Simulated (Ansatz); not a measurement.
# AlP: the cost of one run

Computed with Ansatz 0.2.0 (DFT PBEsol, frozen-core PAW, scalar-relativistic unless said, unless a step's input says otherwise).

The COD entry's cell or inner coordinates are ideal or old and differ from later refinements, so a difference from it is no clean test against experiment.

## Step 1: Starting point

Symmetry: F-43m, No. 216, cubic system. The conventional cell has a = 5.451 Å, b = 5.451 Å, c = 5.451 Å, α = 90.00°, β = 90.00°, γ = 90.00°. Al (site symmetry -43m) is surrounded by 4 P at 2.36 Å. Around P (site symmetry -43m) lie 4 Al at 2.36 Å.

Structure file:

```
Al P
1.0
     0.00000    2.72550    2.72550
     2.72550    0.00000    2.72550
     2.72550    2.72550    0.00000
Al P
1 1
Cartesian
  0.0000 0.0000 0.0000
  4.0882 4.0882 4.0882
```

Cartesian axes are those of the input's lattice vectors. The structure goes back to a database entry.

## Step 2: Cell and atoms relaxed, PAW

input.yaml reads:

```yaml
crystal:
  lattice:
    - [0.0, 2.7255, 2.7255]
    - [2.7255, 0.0, 2.7255]
    - [2.7255, 2.7255, 0.0]
  atoms:
    - { symbol: Al, position: [0.0, 0.0, 0.0] }
    - { symbol: P, position: [0.75, 0.75, 0.75] }
kpoints:
  mp_grid: { grid: [12, 12, 12] }
scf:
  occupations: { method: fermi_dirac, width: 0.1 }
hamiltonian:
  xc: pbesol
  pseudopotentials: { kind: paw }
relax:
  f_tol: 0.002
  max_steps: 80
  cell: {}
output:
  forces: true
  stress: true
  write_density: true
  write_potential: true
  elf: true
  volumetric_format: npy
```

On the command line:

```sh
$ ansatz run input.yaml --threads 1 --pin off --max-ram 3072MiB --backend cpu --events-out ev --progress --plain --runs-dir out
```

**Question.** How long does this run take on 1 thread of Intel Xeon 6975P-C (Granite Rapids), shared host, and how much memory does it need?

About 7.2 s, with a peak of 0.4 GiB.
